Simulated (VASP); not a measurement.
Write the native input for VASP 6.6.1 that does the following.

| Quantity | Value |
| --- | --- |
| Task | relaxation of cell and atoms |
| Functional | PBEsol |
| Potentials or basis | VASP PAW PBE potentials, release 64 (In_d, Pd) |
| Cutoff | 600 eV |
| k mesh | 8 × 8 × 8 |
| Occupations | fermi-dirac, width 0.05 eV |
| Spin | no spin polarisation |
| Further INCAR settings | ALGO = Fast; EDIFF = 1e-06; IBRION = 2; EDIFFG = -0.01; NSW = 60; ISIF = 3 |

The structure of InPd lies in POSCAR:

```
InPd
1.0
    3.2718847800      0.0000000000      0.0000000000
    0.0000000000      3.2718847800      0.0000000000
    0.0000000000      0.0000000000      3.2718847800
In Pd
1 1
Direct
    0.0000000000      0.0000000000      0.0000000000
    0.5000000000      0.5000000000      0.5000000000
```

The cell comes from a database or a generator and needn't be the stable form of this composition.

The input as run:

INCAR

```
PREC = Accurate
ENCUT = 600
EDIFF = 1E-6
ISMEAR = -1
SIGMA = 0.05
LREAL = F
LASPH = T
NELM = 80
ALGO = Fast
ISIF = 3
LWAVE = F
LCHARG = F
GGA = PS
IBRION = 2
NSW = 60
EDIFFG = -0.01
```

KPOINTS

```
regular mesh
0
Gamma
  8 8 8
```

Potentials or basis: VASP PAW PBE potentials, release 64 (In_d, Pd).

Launch:

```sh
$ cat potpaw_PBE.64/In_d/POTCAR potpaw_PBE.64/Pd/POTCAR > POTCAR
$ mpirun -np 1 vasp_std > vasp.out
```

It gave:

```
Relaxed volume                         : 17.14 Å³/atom
Relaxed cell                           : a = 3.248 Å, b = 3.248 Å, c = 3.248 Å, α = 90.00°, β = 90.00°, γ = 90.00°
Space group after relaxing (to 0.05 Å) : Pm-3m (No. 221)
Energy gained by relaxing              : 3.5 meV/atom
Ionic steps                            : 3
Pressure after relaxing                : 0.0 GPa
Band gap on the k mesh                 : none (metal or under the smearing width)
```

Caveat: the PAW data sets were made with another functional, which shifts forces and pressure a little.

It took 47 s on 1 thread of Intel(R) Xeon(R) Platinum 8559C (Emerald Rapids), on a shared host, peak memory 0.17 GiB.
